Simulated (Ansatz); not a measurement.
Crystal: CuI (Marshite).

```
I Cu
1.0
     0.00000    3.03150    3.03150
     3.03150    0.00000    3.03150
     3.03150    3.03150    0.00000
I Cu
1 1
Direct
  0.00000 0.00000 0.00000
  0.75000 0.75000 0.75000
```

Base run:

* Program: Ansatz 0.2.0
* Functional: PBEsol
* Potentials or basis: all-electron PAW datasets made for the crystal
* Cutoff: 220 eV
* Density cutoff: 1100 eV
* k mesh: 6 × 6 × 6
* Occupations: fermi-dirac, width 0.05 eV
* Spin: no spin polarisation

Its results: band gap on the k mesh 1.01 eV, direct.

Problem. After a change of settings the same cell gave: band gap on the k mesh 3.29 eV, direct. Which change was it?
A. functional from PBEsol to PBE0; cutoff from 220 eV to 290 eV; density cutoff from 1100 eV to 1160 eV
B. cutoff from 220 eV to 250 eV; density cutoff from 1100 eV to 1250 eV; k mesh from 6 × 6 × 6 to 8 × 8 × 8; occupations from fermi-dirac, width 0.05 eV to fixed
C. functional from PBEsol to HSE06; cutoff from 220 eV to 290 eV; density cutoff from 1100 eV to 1160 eV
D. potentials or basis from all-electron PAW datasets made for the crystal to all-electron LAPW, relativistic spinors; cutoff from 220 eV to 283 eV; density cutoff from 1100 eV to 1131 eV; spin from no spin polarisation to spin-orbit coupling, no magnetisation

Solution. A.

PBE0 gives the wider gap, since exact exchange removes part of the self-interaction.

Caveats: spin-orbit coupling is left out, which moves the levels of the heavy elements.

Not every run made on this cell is shown here.
